**Q:** I want to choose a cutoff for copper. What does raising it do to the energy?

Fcc copper in a fixed one-atom cell of 11.81 Å³, computed with Quantum ESPRESSO 7.5 using PBE without spin polarisation, the SSSP 1.3 efficiency PAW dataset, a 13×13×13 k mesh and cold smearing of 0.05 eV. The sweep value is the wavefunction cutoff in Ry. Energies are free energies; they and the force miss (largest component) are taken relative to the 82 Ry row.

| sweep density cutoff (eV) | sweep value | energy less tightest (meV/atom) | pressure (GPa) | force miss (eV/Å) |
| --- | --- | --- | --- | --- |
| 5987 | 22 | 4828.1 | -321.4 | 0.000 |
| 5987 | 28 | 489.6 | -49.6 | 0.000 |
| 5987 | 33 | 85.9 | -3.8 | 0.000 |
| 5987 | 38 | 61.2 | 1.6 | 0.000 |
| 5987 | 44 | 43.5 | -0.1 | 0.000 |
| 5987 | 50 | 17.1 | 0.3 | 0.000 |
| 5987 | 55 | 6.7 | 1.2 | 0.000 |
| 7184 | 66 | 4.1 | 1.7 | 0.000 |
| 8925 | 82 | 0.0 | 1.6 | 0.000 |

**A:** The sweep value is the cutoff in Ry: the calculation builds its electron waves from all plane waves of lower kinetic energy. The column "energy less tightest" gives the height above the 82 Ry row, and it falls at every step. Copper itself stays the same. Its 3d electrons sit close to the nucleus, and only short waves can draw such compact shapes. A larger set of waves can do all that the smaller one could and more, so the energy comes down.

**Q:** Does it come down evenly?

**A:** No. By 33 Ry, 98% of the drop is done, yet 86 meV/atom remain. The fall then slows to about 3 meV per Ry between 38 and 44 Ry and quickens to 4.4 in the next step. My guess is that the 3d orbitals, smoothed near the nucleus by the potential, need some ranges of short waves more than others. The practical point is that a slow stretch need not be the end.

**Q:** At 22 Ry the pressure is −321 GPa. Is the metal really pulling itself together that hard?

**A:** No, the wave set is. Think of a narrow bump on a string, drawn with a fixed number of harmonics. Stretch the string and every harmonic gets longer, so the bump is drawn less sharply; shorten it and the drawing improves. The crystal's pressure is likewise worked out with a fixed set of waves, so shrinking the cell improves the description and lowers the energy, which looks like a pull inwards. This is called Pulay stress. The string explains its direction but not its size.

**Q:** Can I get the size from the energy column?

**A:** Yes, from its slope. For a fixed set of waves the cutoff E_cut varies with the cell volume V as V^(−2/3). Differentiating the energy E with respect to volume then gives an extra pressure

P_extra = (2/3V) × dE/d ln E_cut,

which is negative as long as the energy still falls with cutoff. For this cell, 2/(3V) amounts to 9.04 GPa per eV.

Take the step from 44 to 50 Ry. The energy drops by 26.4 meV while ln E_cut grows by ln(50/44) = 0.128, a slope of −0.0264/0.128 ≈ −0.21 eV. The extra pressure is therefore 9.04 × (−0.21) ≈ −1.9 GPa. In the table, the pressures at the two ends lie on average 1.5 GPa below that of the 82 Ry row.

The output below repeats this comparison for each step, with no adjustable constant. Up to 55 Ry the estimate is 0.6 to 1.3 times the mean shift. It is poorest from 33 to 38 Ry, where the shift goes from −5.4 GPa to almost nothing, so the mean of the two end points is a crude average. In the last step even the sign disagrees, but there both numbers are below 0.2 GPa.

**Q:** The 38 Ry row already gives 1.6 GPa, the same as 82 Ry. May I stop there?

**A:** No. Its energy is still 61 meV/atom too high relative to 82 Ry, and at 44 Ry the pressure moves away again, to −0.1 GPa. Pressure error follows the slope of the energy curve, whereas energy error is its height. On a nearly flat stretch the pressure can look finished with much of the descent still ahead. The formula suggests such a flat spot near 38 Ry, though the points are too far apart to show it.

**Q:** Then 44 Ry looks even better: almost no pressure, so the cell must be at its natural size.

**A:** That zero is a cancellation. The cell is held fixed close to copper's measured size, and at 82 Ry it is under 1.6 GPa, as expected because PBE prefers a slightly larger copper cell than the real one. At 44 Ry a spurious pull of about the same size hides this push. If you relaxed the cell there, it would stay too small for PBE.

**Q:** Which digits can I trust at the end?

**A:** For the energy, a few meV/atom. The last two steps lower it by 2.6 and then 4.1 meV, so the 82 Ry row is a reference, not a proven limit. Those steps also raise the density cutoff, which was constant up to 55 Ry, and the two effects can't be separated. The 55 Ry row lies within 10 meV/atom of the reference, but no cutoff below 82 Ry comes within 1 meV/atom. The pressure seems settled to one or two tenths of a GPa as far as the cutoffs go; the k mesh and the smearing were not varied here.

**Q:** And if I replaced copper by aluminium?

**A:** Aluminium has no 3d electrons, and its outer electrons are spread more smoothly, so a lower cutoff usually suffices. The link between slope and pressure stays the same. You would still have to check energy and pressure separately, over several cutoffs.

Printed output of the fit:

```
Energy, each step ending at the cutoff named:
   row  cutoff_Ry  density_cutoff_over_wave_cutoff  energy_drop_meV  drop_per_Ry_meV  error_left_percent_of_previous_row
  5987         22                               20              n/a              n/a                                 n/a
  5987         28                            15.72             4338            723.1                               10.14
  5987         33                            13.33            403.7            80.74                               17.54
  5987         38                            11.58             24.7             4.94                               71.25
  5987         44                               10             17.7             2.95                               71.08
  5987         50                            8.801             26.4              4.4                               39.31
  5987         55                            8.001             10.4             2.08                               39.18
  7184         66                                8              2.6           0.2364                               61.19
  8925         82                                8              4.1           0.2562                                   0
Pressure counted from the tightest row, in GPa:
   row  cutoff_Ry  shift_at_this_row  mean_shift_over_step  estimate_from_energy_slope
  5987         22               -323                   n/a                         n/a
  5987         28              -51.2                -187.1                      -162.7
  5987         33               -5.4                 -28.3                      -22.22
  5987         38                  0                  -2.7                      -1.583
  5987         44               -1.7                 -0.85                      -1.092
  5987         50               -1.3                  -1.5                      -1.868
  5987         55               -0.4                 -0.85                     -0.9869
  7184         66                0.1                 -0.15                      -0.129
  8925         82                  0                  0.05                     -0.1708
Smallest ratio of estimate to mean shift, steps up to 55 Ry: 0.5865
Largest ratio of estimate to mean shift, steps up to 55 Ry: 1.285
Pulay pressure in GPa for an energy slope of 1 eV per unit of ln(cutoff): 9.044
Share of the whole energy drop done by 33 Ry, percent: 98.22
Density cutoff of the rows up to 55 Ry, in Ry: 440
Number of plane waves at 82 Ry over that at 22 Ry, from cutoff to the power 3/2: 7.196
Number of plane waves at 82 Ry over that at 55 Ry, from cutoff to the power 3/2: 1.82
Rows below 82 Ry within 10 meV per atom of the tightest: 2
Rows below 82 Ry within 1 meV per atom of the tightest: 0
```
